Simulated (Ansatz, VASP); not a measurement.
# AlNi: VASP beside Ansatz

The input INCAR:

```
PREC = Accurate
ENCUT = 520
EDIFF = 1E-6
ISMEAR = 0
SIGMA = 0.15
LREAL = F
LASPH = T
NELM = 100
ALGO = Fast
ISIF = 2
LWAVE = F
LCHARG = F
GGA = PS
NBANDS = 14
```

Contents of KPOINTS:

```
Automatic mesh
0
Gamma
  20 20 20
```

POSCAR

```
AlNi
1.0
    2.0213280871     -2.0213497883      0.0000000000
    2.0213280871      2.0213497883      0.0000000000
    0.0000000000      0.0000000000      2.8694088109
Al Ni
1 1
Direct
    0.0000000000      0.0000000000      0.0000000000
    0.5000000000      0.5000000000      0.5000000000
```

Input for Ansatz:

```yaml
crystal:
  lattice:
    - [2.0213280872, -2.0213497884, 0.0]
    - [2.0213280872, 2.0213497884, 0.0]
    - [0.0, 0.0, 2.8694088111]
  atoms:
    - { symbol: Al, position: [0.0, 0.0, 0.0] }
    - { symbol: Ni, position: [0.5, 0.5, 0.5] }
basis:
  ecutwfc: 420
kpoints:
  mp_grid: { grid: [20, 20, 20] }
hamiltonian:
  xc: pbesol
scf:
  occupations: { method: gaussian, width: 0.15 }
output:
  forces: true
  stress: true
  eigenvalues: true
```

The cell comes from a database or a generator and needn't be the stable form of this composition.

Alike in both runs: task single point; functional PBEsol; k mesh 20 × 20 × 20; occupations gaussian, width 0.15 eV; no spin polarisation.

```csv
,VASP,Ansatz
version,VASP 6.6.1,Ansatz 0.2.0
potentials or method,"VASP PAW PBE potentials, release 64 (Al, Ni)","scalar-relativistic, plane waves, PAW"
plane-wave cutoff (eV),520,420
valence electrons in the cell,13,21
```

```csv
,VASP,Ansatz,Ansatz less VASP
gap on the k mesh at the Fermi level (eV),none,none,-
pressure (GPa),-0.1,0.0,+0.15
largest component of the traceless stress (GPa),0.20,0.19,-0.006
```

A gap of «none» marks a metal or a gap that the smearing closes. With one functional, cell and mesh, what is left measures potentials, basis and numerics. The two sets of potentials don't hold the same shells in valence. Ansatz warned: «near_symmetry_operations_not_taken».

Caveats: the PAW data sets were made with another functional, which shifts forces and pressure a little (VASP). Spin polarisation is off, so any magnetic state and its effect on volume and gap are missing.
